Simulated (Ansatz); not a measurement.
# AlAs (zincblende type): Wannier functions and tight-binding models, part 3 of 3

Where do the localised orbitals of AlAs (zincblende type) sit, how far are they spread, and how do the settings change that? Plan: PBE, anion s p, 6×6×6; PBE, anion s p, 4×4×4; PBE, anion s p, 8×8×8; PBE, anion p, 6×6×6; PBE, all s p, disentangled, 6×6×6; PBE, cation s and anion p, disentangled, 6×6×6; r2SCAN, anion s p, 6×6×6; r2SCAN, all s p, disentangled, 6×6×6; r2SCAN, anion p, 6×6×6; HSE06, anion s p, 6×6×6; HSE06, anion p, 6×6×6 (level, trial orbitals, Wannier mesh).

Ansatz 0.2.0; plane waves, PAW. Earlier steps stand in the parts before.

### Step 9. r2SCAN, all s p, disentangled, 6×6×6

The input, input.yaml:

```yaml
crystal:
  lattice:
    - [0.0, 2.8389246371, 2.8389246371]
    - [2.8389246371, 0.0, 2.8389246371]
    - [2.8389246371, 2.8389246371, 0.0]
  atoms:
    - { symbol: Al, position: [0.0, 0.0, 0.0] }
    - { symbol: As, position: [0.25, 0.25, 0.25] }
kpoints:
  mp_grid: { grid: [6, 6, 6] }
  band_path:
    path:
      - [[0.0, 0.0, 0.0], [-0.5, -0.5, -7.089557527017e-34], [-0.375, -0.375, 0.25]]
      - [[-0.375, -9.615349942967e-18, 0.375], [0.0, 0.0, 0.0], [1.031079456582e-17, 1.031079456582e-17, 0.5], [-0.5, -0.25, 0.25], [-0.5, -0.5, -7.089557527017e-34]]
    npoints: 10
hamiltonian:
  xc: r2scan
scf:
  occupations: { method: fixed }
  n_extra_bands: 8
output:
  forces: false
  stress: false
  eigenvalues: true
  wannier:
    kmesh: [6, 6, 6]
    projections:
      - { species: As, l: s, shell: 4 }
      - { species: As, l: p, shell: 4 }
      - { species: Al, l: s, shell: 3 }
      - { species: Al, l: p, shell: 3 }
    minimise: true
    write_hr: true
    conv_tol: 1.0e-08
    max_iter: 3000
    disentanglement: { window: [-19.94, 23.87], frozen_window: [-1.94, 9.37] }
  write_density: true
  write_potential: true
  elf: true
  volumetric_format: npy
```

On the command line:

```
ansatz run input.yaml --threads 4 --pin off --max-ram 3686MiB --backend cpu --events-out ev --progress --plain --runs-dir out
```

The log of the run, cut to the lines that bear on the results:

```text
Warning: RAYON_NUM_THREADS=4 ignored (pool sized by the plan → 4); use --threads N
scf.n_extra_bands = 8 over 9 filled bands (N_el = 18.0): the run solves 17 bands
[...]
Pseudopotentials: kind: paw
Pseudopotential: Al, paw, valence charge 3, recommended cutoff 500 eV (meta_gga), Al.paw.azcp
Pseudopotential: As, paw, valence charge 15, recommended cutoff 500 eV (meta_gga), As.paw.azcp
Functional definition: r2SCAN
[...]
Crystal: 2 atoms, lattice volume = 45.761 Å³
Basis set: ecut = 500 eV, 1211 PW (Γ), exchange–correlation on 120×120×120 points (64 copies of the dense FFT grid, shifted against one another)
[...]
  k-point 0: bands = ["-28.8912", "-28.8912", "-28.8912", "-28.8782", "-28.8782", "-6.2053", "6.0621", "6.0621", "6.0621", "8.6933", "10.7670", "10.7670", "10.7670", "15.6007", "15.6007", "15.7603", "18.3272"]
[...]
Wannier search: line search 1 of at most 3000: gauge-dependent spread (as the search counts it) 6.6758762 Å², largest recent change 2.1e0 Å² and fall left 7.1e-3 Å² against conv_tol 1.0e-8 Å², 0 stops escaped
WARN: <dir> by an estimate from the overlaps, the levels of the selected subspace lie 0.024 eV from the frozen bands on average, midway between mesh points. Up to 0.02 eV counts as a good interpolation. More projections, another frozen window or a finer output.wannier.kmesh can bring them closer
```

It took 6.8 s on 4 threads of Intel Xeon Platinum 8259CL at 2.50GHz (Skylake/Cascade Lake), shared host; peak memory 0.56 GiB.

The windows are typed on the program's own energy scale, on which the last band filled by count tops at 6.06 eV.

The head of wannier.spreads.toml:

```toml
omega_i_ang2 = 11.977960283011527
omega_d_ang2 = 0.05583735336111724
omega_od_ang2 = 1.6948809267203355
omega_total_ang2 = 13.728678563092979
least_projectability = 0.6675290598809359
b_vectors_match_mmn = true
n_iter = 29
converged = true
rejected_fitted_steps = 1
dis_converged = true
dis_n_iter = 251
dis_n_moved = 0
dis_level_miss = 0.024245533490297462
```

The functions (centres in Å, on-site energies from the top of the filled bands):

```
n       x       y       z  spread (Å²)  on-site (eV)  nearest atoms  distance (Å)
1   1.051   1.051   1.788        1.575        -1.579            As2          0.64
2   1.788   1.788   1.788        1.575        -1.579            As2          0.64
3   1.788   1.051   1.051        1.575        -1.579            As2          0.64
4   1.051   1.788   1.051        1.575        -1.579            As2          0.64
5   0.553   0.553  -0.553        1.857         3.124            Al1          0.96
6  -0.553  -0.553  -0.553        1.857         3.124            Al1          0.96
7  -0.553   0.553   0.553        1.857         3.124            Al1          0.96
8   0.553  -0.553   0.553        1.857         3.124            Al1          0.96
```

Along the path each interpolated band stays within 0.04, 0.01, 0.02, 0.04, 0.38, 0.95, 0.95, 1.62 eV of the nearest computed level, from the lowest band up; bands outside the frozen window needn't match, and between the mesh's points a coarse mesh lets the others stray too.

Misses of an eV or more mean that the model does not follow those bands.

### Step 10. r2SCAN, anion p, 6×6×6

input.yaml: that of step 9 with these lines changed.

```diff
@@ -19,3 +19,3 @@
   occupations: { method: fixed }
-  n_extra_bands: 8
+  n_extra_bands: 6
 output:
@@ -26,7 +26,3 @@
     kmesh: [6, 6, 6]
-    projections:
-      - { species: As, l: s, shell: 4 }
-      - { species: As, l: p, shell: 4 }
-      - { species: Al, l: s, shell: 3 }
-      - { species: Al, l: p, shell: 3 }
+    projections: [{ species: As, l: p, shell: 4 }]
     minimise: true
@@ -35,6 +31 @@
     max_iter: 3000
-    disentanglement: { window: [-19.94, 23.87], frozen_window: [-1.94, 9.37] }
-  write_density: true
-  write_potential: true
-  elf: true
-  volumetric_format: npy
```

On the command line:

```
ansatz run input.yaml --threads 4 --pin off --max-ram 3686MiB --backend cpu --events-out ev --progress --plain --runs-dir out
```

The log of the run, cut to the lines that bear on the results:

```text
Warning: RAYON_NUM_THREADS=4 ignored (pool sized by the plan → 4); use --threads N
scf.n_extra_bands = 6 over 9 filled bands (N_el = 18.0): the run solves 15 bands
[...]
[... 4 set-up lines as earlier in the session ...]
[...]
Crystal: 2 atoms, lattice volume = 45.761 Å³
[...]
Free energy (F): -5406.235125 eV
[...]
E sigma→0 (E₀):  -5406.235125 eV
Fermi energy:    6.062055 eV
[...]
--- Band table (eV; the first three rows and the last of 16) ---
  k-point 0: bands = ["-28.8911", "-28.8911", "-28.8911", "-28.8782", "-28.8782", "-6.2053", "6.0621", "6.0621", "6.0621", "8.6933", "10.7670", "10.7670", "10.7670", "15.6007", "15.6007"]
[...]
Wannier search: line search 1 of at most 3000: gauge-dependent spread (as the search counts it) 0.6306093 Å², largest recent change 5.4e-2 Å² and fall left 4.8e-5 Å² against conv_tol 1.0e-8 Å², 0 stops escaped
```

Wall time 3.2 s (4 threads of Intel Xeon Platinum 8259CL at 2.50GHz (Skylake/Cascade Lake), shared host); peak memory 0.46 GiB.

wannier.win names the bands that the functions span: 7-9 (counted from 1; 9 are filled).

The head of wannier.spreads.toml:

```toml
omega_i_ang2 = 8.253960792674764
omega_d_ang2 = 0.0070335783398147765
omega_od_ang2 = 0.29846588190128714
omega_total_ang2 = 8.559460252915866
least_projectability = 0.7049246202064425
b_vectors_match_mmn = true
n_iter = 26
converged = true
rejected_fitted_steps = 0
```

The functions (centres in Å, on-site energies from the top of the filled bands):

```
n      x      y      z  spread (Å²)  on-site (eV)  nearest atoms  distance (Å)
1  1.173  1.292  1.292        2.853        -2.755            As2          0.31
2  1.547  1.666  1.292        2.853        -2.755            As2          0.31
3  1.547  1.292  1.666        2.853        -2.755            As2          0.31
```

Along the path each interpolated band stays within 0.10, 0.05, 0.03 eV of the nearest computed level, from the lowest band up.

### Step 11. HSE06, anion s p, 6×6×6

The input, input.yaml:

```yaml
crystal:
  lattice:
    - [0.0, 2.8389246371, 2.8389246371]
    - [2.8389246371, 0.0, 2.8389246371]
    - [2.8389246371, 2.8389246371, 0.0]
  atoms:
    - { symbol: Al, position: [0.0, 0.0, 0.0] }
    - { symbol: As, position: [0.25, 0.25, 0.25] }
kpoints:
  mp_grid: { grid: [6, 6, 6] }
  band_path:
    path:
      - [0.0, 0.0, 0.0]
      - [-0.5, -0.5, 0.0]
      - [-0.375, -0.375, 0.25]
      - [-0.375, 0.0, 0.375]
      - [0.0, 0.0, 0.5]
      - [-0.5, -0.25, 0.25]
      - [0.0, 0.5, 0.5]
    npoints: 1
hamiltonian:
  xc: hse06
scf:
  occupations: { method: fixed }
  n_extra_bands: 6
output:
  forces: false
  stress: false
  eigenvalues: true
  wannier:
    kmesh: [6, 6, 6]
    projections: [{ species: As, l: s, shell: 4 }, { species: As, l: p, shell: 4 }]
    minimise: true
    write_hr: true
    conv_tol: 1.0e-08
    max_iter: 3000
```

On the command line:

```
ansatz run input.yaml --threads 4 --pin off --max-ram 3686MiB --backend cpu --events-out ev --progress --plain --runs-dir out
```

The log of the run, cut to the lines that bear on the results:

```text
Warning: RAYON_NUM_THREADS=4 ignored (pool sized by the plan → 4); use --threads N
scf.n_extra_bands = 6 over 9 filled bands (N_el = 18.0): the run solves 15 bands
[...]
[... 3 set-up lines as earlier in the session ...]
Functional definition: HSE06
[...]
Frozen-core exchange: fock
[...]
E sigma→0 (E₀):  -5396.323015 eV
Fermi energy:    5.828464 eV
[...]
--- Band table (eV; the first three rows and the last of 16) ---
  k-point 0: bands = ["-31.9119", "-31.9119", "-31.9119", "-31.9009", "-31.9009", "-7.1711", "5.8285", "5.8285", "5.8285", "8.7036", "10.9700", "10.9700", "10.9700", "15.6628", "15.8757"]
[...]
Wannier search: line search 1 of at most 3000: gauge-dependent spread (as the search counts it) 3.3507382 Å², largest recent change 2.9e-1 Å² and fall left 8.5e-4 Å² against conv_tol 1.0e-8 Å², 0 stops escaped
```

Run time: 1.8 min. Hardware: 4 threads of Intel Xeon Platinum 8259CL at 2.50GHz (Skylake/Cascade Lake), shared host; peak memory 1.4 GiB.

wannier.win names the bands that the functions span: 6-9 (counted from 1; 9 are filled).

The head of wannier.spreads.toml:

```toml
omega_i_ang2 = 6.677238574069094
omega_d_ang2 = 0.0021708664323682133
omega_od_ang2 = 0.6574977456662308
omega_total_ang2 = 7.336907186167693
least_projectability = 0.8498669303082541
b_vectors_match_mmn = true
n_iter = 23
converged = true
rejected_fitted_steps = 1
```

The functions (centres in Å, on-site energies from the top of the filled bands):

```
n      x      y      z  spread (Å²)  on-site (eV)  nearest atoms  distance (Å)
1  0.926  1.913  1.913        1.834        -5.068            As2          0.86
2  1.913  0.926  1.913        1.834        -5.068            As2          0.86
3  0.926  0.926  0.926        1.834        -5.068            As2          0.86
4  1.913  1.913  0.926        1.834        -5.068            As2          0.86
```

### Step 12. HSE06, anion p, 6×6×6

input.yaml: that of step 11 with these lines changed.

```diff
@@ -31,3 +31,3 @@
     kmesh: [6, 6, 6]
-    projections: [{ species: As, l: s, shell: 4 }, { species: As, l: p, shell: 4 }]
+    projections: [{ species: As, l: p, shell: 4 }]
     minimise: true
```

On the command line:

```
ansatz run input.yaml --threads 4 --pin off --max-ram 3686MiB --backend cpu --events-out ev --progress --plain --runs-dir out
```

The log of the run, cut to the lines that bear on the results:

```text
Warning: RAYON_NUM_THREADS=4 ignored (pool sized by the plan → 4); use --threads N
scf.n_extra_bands = 6 over 9 filled bands (N_el = 18.0): the run solves 15 bands
[...]
[... 4 set-up lines as earlier in the session ...]
[...]
Frozen-core exchange: fock
[...]
E sigma→0 (E₀):  -5396.323015 eV
Fermi energy:    5.828464 eV
[...]
--- Band table (eV; the first three rows and the last of 16) ---
  k-point 0: bands = ["-31.9119", "-31.9119", "-31.9119", "-31.9009", "-31.9009", "-7.1711", "5.8285", "5.8285", "5.8285", "8.7036", "10.9700", "10.9700", "10.9700", "15.6628", "15.8757"]
[...]
Wannier search: line search 1 of at most 3000: gauge-dependent spread (as the search counts it) 0.6579098 Å², largest recent change 5.7e-2 Å² and fall left 5.0e-5 Å² against conv_tol 1.0e-8 Å², 0 stops escaped
```

Run time: 1.7 min. Hardware: 4 threads of Intel Xeon Platinum 8259CL at 2.50GHz (Skylake/Cascade Lake), shared host; peak memory 1.4 GiB.

wannier.win names the bands that the functions span: 7-9 (counted from 1; 9 are filled).

The head of wannier.spreads.toml:

```toml
omega_i_ang2 = 8.250524336151816
omega_d_ang2 = 0.007251869838984049
omega_od_ang2 = 0.3095509330693918
omega_total_ang2 = 8.567327139060191
least_projectability = 0.6969190383251904
b_vectors_match_mmn = true
n_iter = 26
converged = true
rejected_fitted_steps = 0
```

The functions (centres in Å, on-site energies from the top of the filled bands):

```
n      x      y      z  spread (Å²)  on-site (eV)  nearest atoms  distance (Å)
1  1.164  1.288  1.288        2.856        -2.938            As2          0.32
2  1.551  1.675  1.288        2.856        -2.938            As2          0.32
3  1.551  1.288  1.675        2.856        -2.938            As2          0.32
```

### Step 13. Comparison

```
                                           run  functions  total spread (Å²)  invariant part (Å²)  mean spread (Å²)  largest miss of a band (eV)     time
                         PBE, anion s p, 6×6×6          4              7.642                6.970             1.911                         0.13    1.9 s
                         PBE, anion s p, 4×4×4          4              6.677                5.985             1.669                         0.33    1.7 s
                         PBE, anion s p, 8×8×8          4              8.079                7.442             2.020                         0.06    2.7 s
                           PBE, anion p, 6×6×6          3              8.840                8.505             2.947                         0.13    1.9 s
             PBE, all s p, disentangled, 6×6×6          8             13.495               11.772             1.687                         1.34    5.8 s
PBE, cation s and anion p, disentangled, 6×6×6          4             14.528               13.092             3.632                         1.72    4.8 s
                      r2SCAN, anion s p, 6×6×6          4              7.386                6.708             1.847                         0.10    2.9 s
          r2SCAN, all s p, disentangled, 6×6×6          8             13.729               11.978             1.716                         1.62    6.8 s
                        r2SCAN, anion p, 6×6×6          3              8.559                8.254             2.853                         0.10    3.2 s
                       HSE06, anion s p, 6×6×6          4              7.337                6.677             1.834                  not checked  1.8 min
                         HSE06, anion p, 6×6×6          3              8.567                8.251             2.856                  not checked  1.7 min
```

### Step 14. Outcome

The summary covers parts 1 to 3.

```
                                                    quantity                         value
                         total spread, PBE, anion s p, 6×6×6      7.64 Å² over 4 functions
                         total spread, PBE, anion s p, 4×4×4      6.68 Å² over 4 functions
                         total spread, PBE, anion s p, 8×8×8      8.08 Å² over 4 functions
                           total spread, PBE, anion p, 6×6×6      8.84 Å² over 3 functions
             total spread, PBE, all s p, disentangled, 6×6×6     13.49 Å² over 8 functions
total spread, PBE, cation s and anion p, disentangled, 6×6×6     14.53 Å² over 4 functions
                      total spread, r2SCAN, anion s p, 6×6×6      7.39 Å² over 4 functions
          total spread, r2SCAN, all s p, disentangled, 6×6×6     13.73 Å² over 8 functions
                        total spread, r2SCAN, anion p, 6×6×6      8.56 Å² over 3 functions
                       total spread, HSE06, anion s p, 6×6×6      7.34 Å² over 4 functions
                         total spread, HSE06, anion p, 6×6×6      8.57 Å² over 3 functions
                                    centres of the first set  0.85 Å from the nearest atom
```

**Reading.** With PBE, anion s p, 6×6×6 the 4 functions move off the atoms, with a mean spread of 1.91 Å²; 91 % of the total is gauge invariant. The total spread goes from 6.68 Å² on 4×4×4 to 8.08 Å² on 8×8×8: finite differences in k understate it on coarse meshes, while the largest miss of a band goes from 0.33 to 0.06 eV. On one set and mesh the functional gives 7.64 (PBE), 7.39 (r2SCAN), 7.34 (HSE06) Å². The disentangled models miss some band by up to 1.7 eV, which may lie outside their frozen windows.
